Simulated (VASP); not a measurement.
CuCl2 under changes of volume

One of the cells (28.583 Å³/atom); the others are scaled copies at fixed shape and fractional positions:

```
CELL_PARAMETERS angstrom
4.45306 0.00000 0.00000
0.00000 4.45306 0.00000
0.00000 0.00000 4.32430
ATOMIC_POSITIONS crystal
Cu 0.00000 0.00000 0.00000
Cl 0.00000 0.50000 0.00000
Cl 0.50000 0.00000 0.00000
```

Measurements of this composition are mostly on another form, of space group No. 12.

- Program: VASP 6.6.1
- Functional: PBEsol
- Potentials or basis: VASP PAW PBE potentials, release 64 (Cu, Cl)
- Cutoff: 520 eV
- k mesh: 6 × 6 × 6
- Occupations: fermi-dirac, width 0.05 eV
- Spin: no spin polarisation

```tsv
volume (Å³/atom)	energy over the lowest point (meV/atom)	pressure (GPa)
27.440	?	?
28.012	1.62	0.9
28.583	0.00	0.2
29.155	1.17	-0.6
29.727	4.80	-1.4
```

Task: What does the run at 27.440 Å³/atom give?

Result: Energy over the lowest point 6.37 meV/atom; pressure 1.8 GPa.

Worked out: A Birch-Murnaghan fit of order 2 (a polynomial in V^(-2/3)) to the other rows has its minimum at 28.62 Å³/atom with B0 = V·E''(V) = 38 GPa at fixed shape and positions, which overstates the stiffness. It gives 6.27 meV/atom at 27.440 Å³/atom, against the run's 6.37, and -dE/dV = 1.8 GPa, against 1.8.

Energies are extrapolated to zero smearing.

Caveats: the PAW data sets were made with another functional, which shifts forces and pressure a little; this functional lacks dispersion, which binds the layers, so the pressure and a relaxed spacing across them are unreliable; an odd number of electrons without spin polarisation forces a metal; a magnetic or distorted state may lie lower; the run has no spin polarisation, though such a crystal can be magnetic.
